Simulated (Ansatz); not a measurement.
**Quadrupolar parameters in SiO2 at a changed volume**

The cell is a COD entry, relaxed with PBE at fixed cell and then changed (volume scaled by 1.04, ions relaxed).

```cif
data_SiO2
_symmetry_space_group_name_H-M 'P2_13'
_symmetry_Int_Tables_number 198
_cell_length_a 7.2542
_cell_length_b 7.2542
_cell_length_c 7.2542
_cell_angle_alpha 90.000
_cell_angle_beta 90.000
_cell_angle_gamma 90.000
loop_
_atom_site_label
_atom_site_type_symbol
_atom_site_symmetry_multiplicity
_atom_site_Wyckoff_symbol
_atom_site_fract_x
_atom_site_fract_y
_atom_site_fract_z
Si1 Si 4 a 0.2749 0.2749 0.2749
Si5 Si 4 a 0.0175 0.0175 0.0175
O9 O 4 a 0.1462 0.1462 0.1462
O13 O 12 b 0.6395 0.6552 0.0563
```

One atom of each set is listed.

Computed with Ansatz: DFT, PBE, plane waves and PAW, scalar-relativistic, 420 eV cutoff, Γ-centred 4×4×4 k-points, Fermi–Dirac smearing 0.02 eV.

V_zz is the principal component of the electric field gradient with the largest magnitude, η = (V_xx − V_yy)/V_zz and C_Q = eQV_zz/h.

¹⁷O: I = 5/2, Q = -25.58 mb. Nuclear quadrupole moments: year-2017 set (Pyykkö).

```tsv
site	atoms	first shell	V_zz (10²¹ V/m²)	η	C_Q (MHz)
Si1	4	4 O at 1.62 Å	0.30	0.00	–
Si5	4	4 O at 1.62 Å	-0.079	0.00	–
O9	4	2 Si at 1.62 Å, angle 180°	10.73	0.00	-6.64
O13	12	2 Si at 1.62 Å, angle 150°	10.03	0.13	-6.20
```

An axis of threefold or higher order runs through Si1, Si5 and O9, so V_zz lies along it and η is zero. At O13 V_zz runs parallel to the line that joins its two neighbours (within 1°).

Si has no stable isotope with a ground-state quadrupole moment in the table, so no C_Q is given.

The database positions were far from equilibrium, so the relaxed structure may not be the compound's real one.
